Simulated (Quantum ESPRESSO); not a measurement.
Crystal: Te.

```xyz
2
Lattice="-2.9578 3.8760 1.5352 2.9578 -3.8760 1.5352 2.9578 3.8760 -1.5352" Properties=species:S:1:pos:R:3 pbc="T T T"
Te    2.9578   -1.9380    0.7704
Te    0.0000    5.8139    0.7647
```

This isn't the form of Te at room conditions, which is trigonal, of chains.

| Quantity | Value |
| --- | --- |
| Program | Quantum ESPRESSO 7.5 |
| Task | single point |
| Functional | PBE |
| Potentials or basis | SSSP 1.3 efficiency PBE |
| Cutoff | 748 eV |
| Density cutoff | 5987 eV |
| k mesh | 10 × 10 × 10 |
| Occupations | fermi-dirac, width 0.05 eV |
| Spin | no spin polarisation |

On this cell: pressure 0.6 GPa; largest force under 0.003 eV/Å; band gap on the k mesh none (metal or under the smearing width).

The same run follows on a disturbed copy (atoms moved at random, drawn with an rms of 0.05 Å):

```xyz
2
Lattice="-2.9578 3.8760 1.5352 2.9578 -3.8760 1.5352 2.9578 3.8760 -1.5352" Properties=species:S:1:pos:R:3 pbc="T T T"
Te    2.9262   -1.8450    0.7530
Te    0.0535    5.8179    0.7161
```

Q: What does the disturbed cell give?

A: The energy (extrapolated to zero smearing) moves by -0.9 meV/atom; pressure 0.8 GPa; largest force 0.043 eV/Å; band gap on the k mesh none (metal or under the smearing width).

Forces in eV/Å, atoms in the order of the input:
```
Te   0.016 -0.037 -0.013
Te  -0.016  0.037  0.013
```

Stress tensor (GPa, compression positive):
```
 2.36  0.01 -0.03
 0.01  0.23 -0.01
-0.03 -0.01 -0.11
```

The work of the forces gives +1.3 meV/atom, so energy and forces disagree here: the move is beyond the harmonic range, or one of them holds noise.
